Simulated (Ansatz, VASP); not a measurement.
**One calculation of Re, two programs**

```xyz
2
Lattice="2.7381 0.0000 0.0000 -1.3691 2.3713 0.0000 0.0000 0.0000 4.4169" Properties=species:S:1:pos:R:3 pbc="T T T"
Re    0.0000    1.5809    1.1042
Re    1.3691    0.7904    3.3127
```

Alike in both runs: functional LDA; k mesh 14 × 14 × 8; occupations fermi-dirac, width 0.1 eV; no spin polarisation.

Ansatz relaxed the structure, and its values are those at the end. VASP's run is a single point on that final structure, the one shown.

|  | VASP | Ansatz |
| --- | --- | --- |
| version | VASP 6.6.1 | Ansatz 0.2.0 |
| potentials or method | VASP PAW LDA potentials, release 64 (Re) | PAW with Ansatz's default frozen-core files, scalar-relativistic |
| plane-wave cutoff (eV) | 520 | 420 |
| valence electrons in the cell | 14 | 30 |

Ansatz gave:

- pressure (GPa): 0.0

Estimate VASP's values.

pressure (GPa): 1.6.

The two sets of potentials don't hold the same shells in valence.

The runs have no spin-orbit coupling, so splittings on Re are missing.
